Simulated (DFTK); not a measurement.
## Rh in DFTK: the effect of functional

Crystal: Rh.

```
Rh
1.0
     0.00000    1.89785    1.89785
     1.89785    0.00000    1.89785
     1.89785    1.89785    0.00000
Rh
1
Direct
  0.00000 0.00000 0.00000
```

Alike in all runs:

- Program: DFTK 0.8.2
- Task: single point
- Potentials or basis: SG15 1.2 (PBE)
- Cutoff: 1225 eV
- k mesh: 12 × 12 × 12
- Occupations: fermi-dirac, width 0.05 eV
- Spin: no spin polarisation

| functional | pressure (GPa) |
| --- | --- |
| LDA | -11.3 |
| PBEsol | -4.0 |
| r2SCAN | ? |

Question: What does the run with functional r2SCAN give?

Answer: Pressure -1.1 GPa.

Caveats: the potentials were made for another functional, which shifts forces and pressure.

Runs at the PBE level aren't shown here.
